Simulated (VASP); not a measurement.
# Si (P2_12_12_1) in VASP: a series of runs

Runs on Si. Level: PBE. Tasks: single point.

All numbers are computed with VASP 6.6.1; they aren't measurements. Logs are shortened: lines on timing, memory, paths and dates and some standing lists are left out, and cuts for length are marked.

## (1) The cell of the first run

The structure is orthorhombic, space group P2_12_12_1 (No. 19). The conventional cell has a = 3.868 Å, b = 3.868 Å, c = 5.470 Å, α = 90.00°, β = 90.00°, γ = 90.00°. Around Si (site symmetry 1) lie 4 Si at 2.37 Å.

## (2) Single point, PBE (mode 4 frozen in at -0.029 Å, equal normal strain along x, y and z +0.0000)

INCAR reads:

```
ALGO     = Fast           # electronic algorithm
EDIFF    = 1E-6           # SCF threshold, eV
ENCUT    = 520            # plane-wave cutoff, eV
GGA      = PE             # functional
ISIF     = 2              # what is computed and relaxed
ISMEAR   = 0              # smearing method
LASPH    = T              # aspherical terms in the spheres
LCHARG   = F              # write CHGCAR
LREAL    = F              # projectors in reciprocal space
LWAVE    = F              # write WAVECAR
NBANDS   = 16             # bands
NELM     = 100            # most SCF steps
PREC     = Accurate       # precision mode
SIGMA    = 0.05           # smearing width, eV
```

KPOINTS reads:

```
k-points
0
Gamma
  8 8 6
```

POSCAR reads:

```
Si
1.0
    0.0000000000     -2.7347607592     -2.7347607592
    0.0000000000      2.7347607592     -2.7347607592
    5.4695215184      0.0000000000      0.0000000000
Si
4
Direct
    0.5019786387      0.5072861443      0.0000000000
   -0.0019786387     -0.0072861443      0.5000000000
    1.0019786387      0.4927138557      0.2500000000
    0.4980213613      0.0072861443      0.7500000000
```

Potentials or basis: VASP PAW PBE potentials, release 64 (Si).

On the command line:

```sh
$ cat potpaw_PBE.64/Si/POTCAR > POTCAR
$ mpirun -np 1 vasp_std > vasp.out
```

OUTCAR:

```text
EDIFF = 1E-6
   ENCUT = 520
   GGA = PE
   ISIF = 2
   ISMEAR = 0
   LASPH = T
   LREAL = F
   NELM = 100
   PREC = Accurate

 ion  position               nearest neighbor table
   1  0.502  0.507  0.000-   4 2.37   4 2.37   3 2.37   3 2.37
   2  0.998  0.993  0.500-   3 2.37   3 2.37   4 2.37   4 2.37
   3  0.002  0.493  0.250-   2 2.37   2 2.37   1 2.37   1 2.37
   4  0.498  0.007  0.750-   1 2.37   1 2.37   2 2.37   2 2.37

  LATTYP: Found a simple tetragonal cell.
 ALAT       =     3.8675357555
 C/A-ratio  =     1.4142135624

  Lattice vectors:

 A1 = (   0.0000000000,  -2.7347607592,  -2.7347607592)
 A2 = (   0.0000000000,   2.7347607592,  -2.7347607592)
 A3 = (   5.4695215184,   0.0000000000,   0.0000000000)

Analysis of symmetry for initial positions (statically):
=====================================================================
 Subroutine PRICEL returns:
 Original cell was already a primitive cell.

 Routine SETGRP: Setting up the symmetry group for a
 simple tetragonal supercell.

 Subroutine GETGRP returns: Found  4 space group operations
 (whereof  1 operations were pure point group operations)
 out of a pool of 16 trial point group operations.

The static configuration has the point symmetry C_1 .
 The point group associated with its full space group is D_2 .

Analysis of symmetry for dynamics (positions and initial velocities):
=====================================================================
 Subroutine PRICEL returns:
 Original cell was already a primitive cell.

 Routine SETGRP: Setting up the symmetry group for a
 simple tetragonal supercell.

 Subroutine GETGRP returns: Found  4 space group operations
 (whereof  1 operations were pure point group operations)
 out of a pool of 16 trial point group operations.

The dynamic configuration has the point symmetry C_1 .
 The point group associated with its full space group is D_2 .

 Subroutine INISYM returns: Found  4 space group operations
 (whereof  1 operations are pure point group operations),
 and found     1 'primitive' translations

----------------------------------------------------------------------------------------

                                     Primitive cell

  volume of cell :      81.8122

  direct lattice vectors                    reciprocal lattice vectors
     0.000000000 -2.734760759 -2.734760759     0.000000000 -0.182831349 -0.182831349
     0.000000000  2.734760759 -2.734760759     0.000000000  0.182831349 -0.182831349
     5.469521518  0.000000000  0.000000000     0.182831349  0.000000000  0.000000000

  length of vectors
     3.867535756  3.867535756  5.469521518     0.258562574  0.258562574  0.182831349

  position of ions in fractional coordinates (direct lattice)
     0.501978639  0.507286144  0.000000000
     0.998021361  0.992713856  0.500000000
     0.001978639  0.492713856  0.250000000
     0.498021361  0.007286144  0.750000000

  ion indices of the primitive-cell ions
   primitive index   ion index
                 1           1
                 2           2
                 3           3
                 4           4

----------------------------------------------------------------------------------------

 KPOINTS: k-points

Automatic generation of k-mesh.
 Grid dimensions read from file:
 generate k-points for:    8    8    6

 Generating k-lattice:

  Cartesian coordinates                     Fractional coordinates (reciprocal lattice)
     0.000000000 -0.022853919 -0.022853919     0.125000000  0.000000000  0.000000000
     0.000000000  0.022853919 -0.022853919     0.000000000  0.125000000  0.000000000
     0.030471892  0.000000000  0.000000000     0.000000000  0.000000000  0.166666667

  Length of vectors
     0.032320322  0.032320322  0.030471892

  Shift w.r.t. Gamma in fractional coordinates (k-lattice)
     0.000000000  0.000000000  0.000000000

 Subroutine IBZKPT returns following result:
 ===========================================

 Found    100 irreducible k-points:

 Following reciprocal coordinates:
            Coordinates               Weight
  0.000000  0.000000  0.000000      1.000000
  0.125000  0.000000  0.000000      2.000000
  0.000000  0.125000  0.000000      2.000000
  0.250000  0.000000  0.000000      2.000000
  0.000000  0.250000  0.000000      2.000000
  0.375000  0.000000  0.000000      2.000000
[... 16 lines left out ...]
  0.500000  0.375000  0.000000      2.000000
 -0.375000  0.500000  0.000000      2.000000
 [... further k-points ...]
   k-points           NKPTS =    100   k-points in BZ     NKDIM =    100   number of bands    NBANDS=     16
   number of dos      NEDOS =    301   number of ions     NIONS =      4
   total plane-waves  NPLWV =  37800
   dimension x,y,z NGX =    30 NGY =   30 NGZ =   42
   dimension x,y,z NGXF=    60 NGYF=   60 NGZF=   84
   ions per type =               4
   NGX,Y,Z   is equivalent  to a cutoff of  12.90, 12.90, 12.77 a.u.
   NGXF,Y,Z  is equivalent  to a cutoff of  25.79, 25.79, 25.53 a.u.
 SYSTEM =  unknown system
   PREC   = accura    normal or accurate (medium, high low for compatibility)
   ISTART =      0    job   : 0-new  1-cont  2-samecut
   ICHARG =      2    charge: 1-file 2-atom 10-const
   ISPIN  =      1    spin polarized calculation?
   LNONCOLLINEAR =      F non collinear calculations
   LSORBIT =      F    spin-orbit coupling
   LASPH  =      T    aspherical Exc in radial PAW
   ENCUT  =  520.0 eV  38.22 Ry    6.18 a.u.   7.19  7.19 10.17*2*pi/ulx,y,z
   NELM   =    100;   NELMIN=  2; NELMDL= -5     # of ELM steps
   EDIFF  = 0.1E-05   stopping-criterion for ELM
   LREAL  =      F    real-space projection
   EDIFFG = 0.1E-04   stopping-criterion for IOM
   NSW    =      0    number of steps for IOM
   IBRION =     -1    ionic relax: 0-MD 1-quasi-New 2-CG
   NFREE  =      0    steps in history (QN), initial steepest desc. (CG)
   ISIF   =      2    stress and relaxation
   ISYM   =      2    0-nonsym 1-usesym 2-fastsym
   POTIM  = 0.5000    time-step for ionic-motion
   TEBEG  =    0.0;   TEEND  =   0.0 temperature during run
   PSTRESS=    0.0 pullay stress
   NELECT =      16.0000    total number of electrons
   NUPDOWN=      -1.0000    fix difference up-down
   EMIN   =  10.00;   EMAX   =-10.00  energy-range for DOS
   EFERMI =   0.00;   METHOD = LEGACY
   ISMEAR =     0;   SIGMA  =   0.05  broadening in eV -4-tet -1-fermi 0-gaus
   EFERMI_NEDOS =   21; number of points for ismear=-14 and -15
   IALGO  =     68    algorithm
   IMIX   =      4    mixing-type and parameters
     AMIX     =   0.40;   BMIX     =  1.00
     AMIX_MAG =   1.60;   BMIX_MAG =  1.00
  volume/ion in A,a.u.               =      20.45       138.02
  Fermi-wavevector in a.u.,A,eV,Ry     =   0.950259  1.795730 12.285964  0.902993
  Thomas-Fermi vector in A             =   2.078619
   LORBIT       =      0    0 simple, 1 ext, 2 COOP (PROOUT), +10 PAW based schemes
   GGA     = PE    functional components
   LHFCALC =     F    Hartree Fock is set to
   AEXX    =    0.0000 exact exchange contribution
   IVDW    =     0    specifies the selected vdW correction
   LEPSILON=     F    determine dielectric tensor
   LRPA    =     F    only Hartree local field effects (RPA)
 non-spin polarized calculation
 RMM-DIIS sequential band-by-band and
 Gauss-broadening in eV      SIGMA  =   0.05
  energy-cutoff  :      520.00
  volume of cell :       81.81
 maximum number of plane-waves:      2248
 NGX is ok and might be reduce to    30
   NGX = 15   NGY = 15   NGZ = 21

 number of electron      15.9999999 magnetization

 Free energy of the ion-electron system (eV)
  ---------------------------------------------------
  ext. energy  EPLUGINS =         0.00000000
  ---------------------------------------------------
  free energy    TOTEN  =       -21.69348582 eV

  energy without entropy =      -21.69348582  energy(sigma->0) =      -21.69348582

 E-fermi :   5.8718     XC(G=0):  -9.3260

 val. band max:        5.6155360024   @ k =   0.0000   0.0000   0.0000
 cond. band min:       6.2301476811   @ k =   0.0000   0.0000   0.1667
 fundamental gap:      0.6146116787
 Fermi energy:         5.8717980423

 k-point     1 :       0.0000    0.0000    0.0000
  band No.  band energies     occupation
      1      -6.1988      2.00000
      2      -2.1329      2.00000
      3      -2.1300      2.00000
      4       2.8200      2.00000
      5       2.8221      2.00000
      6       5.5950      2.00000
[... 8 lines left out ...]
     15      13.3170      0.00000
     16      13.4507      0.00000

 k-point     2 :       0.1250    0.0000    0.0000
  band No.  band energies     occupation
      1      -6.0649      2.00000
      2      -2.2045      2.00000
      3      -1.9842      2.00000
      4       2.1663      2.00000
      5       2.9274      2.00000
      6       4.5662      2.00000
[... 8 lines left out ...]
     15      12.7275      0.00000
     16      13.1918      0.00000

 k-point     3 :       0.0000    0.1250    0.0000
  band No.  band energies     occupation
      1      -6.0648      2.00000
      2      -2.2016      2.00000
      3      -1.9870      2.00000
      4       2.1642      2.00000
      5       2.9285      2.00000
      6       4.5603      2.00000
[... 8 lines left out ...]
     15      12.7262      0.00000
     16      13.1909      0.00000

 k-point     4 :       0.2500    0.0000    0.0000
  band No.  band energies     occupation
      1      -5.6685      2.00000
      2      -2.5475      2.00000
      3      -1.5478      2.00000
      4       1.4152      2.00000
      5       2.9406      2.00000
      6       3.2390      2.00000
[... 8 lines left out ...]
     15      11.9644      0.00000
     16      12.9798      0.00000
[... 324 lines left out ...]
 k-point    22 :       0.3750    0.3750    0.0000
  band No.  band energies     occupation
      1      -3.8484      2.00000
      2      -2.0585      2.00000
      3      -2.0570      2.00000
      4      -0.0981      2.00000
      5       2.2745      2.00000
      6       2.2763      2.00000
[... 8 lines left out ...]
     15      13.5523      0.00000
     16      13.5578      0.00000

 k-point    23 :       0.5000    0.3750    0.0000
  band No.  band energies     occupation
      1      -2.9997      2.00000
      2      -2.9997      2.00000
      3      -1.1519      2.00000
      4      -1.1519      2.00000
      5       2.6658      2.00000
      6       2.6658      2.00000
[... 8 lines left out ...]
     15      14.6914      0.00000
     16      14.6914      0.00000

 k-point    24 :      -0.3750    0.5000    0.0000
  band No.  band energies     occupation
      1      -2.9992      2.00000
      2      -2.9992      2.00000
      3      -1.1528      2.00000
      4      -1.1528      2.00000
      5       2.6649      2.00000
      6       2.6649      2.00000
[... 8 lines left out ...]
     15      14.6941      0.00000
     16      14.6941      0.00000

 [... further k-points ...]
[... 5 lines left out ...]
  --------------------------------------------------------------------------------------
  -------------------------------------------------------------------------------------
  Total       -0.0580576     -0.0309004     -0.0309004      0.0000000     -0.0065125      0.0000000
  in kB       -1.1369770     -0.6051413     -0.6051413      0.0000000     -0.1275379      0.0000000
  external PRESSURE =      -0.7824199 kB  Pullay stress =       0.0000000 kB

 VOLUME and BASIS-vectors are now :
 -----------------------------------------------------------------------------
  energy-cutoff  :      520.00
  volume of cell :       81.81
      direct lattice vectors                 reciprocal lattice vectors
     0.000000000 -2.734760759 -2.734760759     0.000000000 -0.182831349 -0.182831349
     0.000000000  2.734760759 -2.734760759     0.000000000  0.182831349 -0.182831349
     5.469521518  0.000000000  0.000000000     0.182831349  0.000000000  0.000000000

 POSITION                                       TOTAL-FORCE (eV/Angst)
 -----------------------------------------------------------------------------------
      0.00000      0.01451     -2.76010         0.006616     -0.032263      0.056033
      2.73476     -0.01451     -5.44418         0.006616      0.032263     -0.056033
      1.36738      1.34204     -1.35287        -0.006616      0.056033     -0.032263
      4.10214     -1.34204     -1.38190        -0.006616     -0.056033      0.032263
 -----------------------------------------------------------------------------------
    total drift:                                0.000000      0.000000     -0.000000

  FREE ENERGIE OF THE ION-ELECTRON SYSTEM (eV)
  ---------------------------------------------------
  free  energy   TOTEN  =       -21.6934858195 eV

  energy  without entropy=      -21.6934858195  energy(sigma->0) =      -21.69348582
```

It took 43 s on 1 thread of Intel Xeon 6975P-C (Granite Rapids), shared host; peak memory 0.24 GiB.

What came out:

* Free energy: -21.6935 eV
* Pressure: -0.1 GPa
* Largest force: 0.065 eV/Å
* Band gap on the k mesh: 0.61 eV

Forces on the atoms (eV/Å):
```
Si   0.007 -0.032  0.056
Si   0.007  0.032 -0.056
Si  -0.007  0.056 -0.032
Si  -0.007 -0.056  0.032
```

Levels at points of the mesh, in eV from the valence-band top:
```
           k point  band 4  band 5  band 6  band 7  band 8  band 9  band 10  band 11  band 12  band 13
(0.00, 0.00, 0.00)   -2.80   -2.79   -0.02    0.00    0.00    0.75     0.77     2.55     2.56     2.56
(0.50, 0.00, 0.00)   -5.44   -3.67   -3.67   -1.31   -1.31    2.43     2.43     4.74     4.74     5.08
(0.00, 0.50, 0.00)   -5.44   -3.67   -3.67   -1.30   -1.30    2.44     2.44     4.74     4.74     5.08
(0.50, 0.50, 0.00)   -7.75   -2.80   -2.80   -2.79   -2.79    0.75     0.75     0.75     0.75     9.93
(0.00, 0.00, 0.50)   -3.52   -1.85   -1.85   -1.85   -1.85    1.15     1.15     3.13     3.13     5.69
(0.50, 0.00, 0.50)   -6.87   -1.18   -1.18   -1.18   -1.18    1.46     1.46     3.35     3.35     3.35
(0.00, 0.50, 0.50)   -6.87   -1.18   -1.18   -1.18   -1.18    1.46     1.46     3.34     3.34     3.35
(0.50, 0.50, 0.50)   -7.59   -3.76   -3.76   -3.76   -3.76    4.26     4.26     4.26     4.26     4.93
```

(Continued in part 2 of 2.)
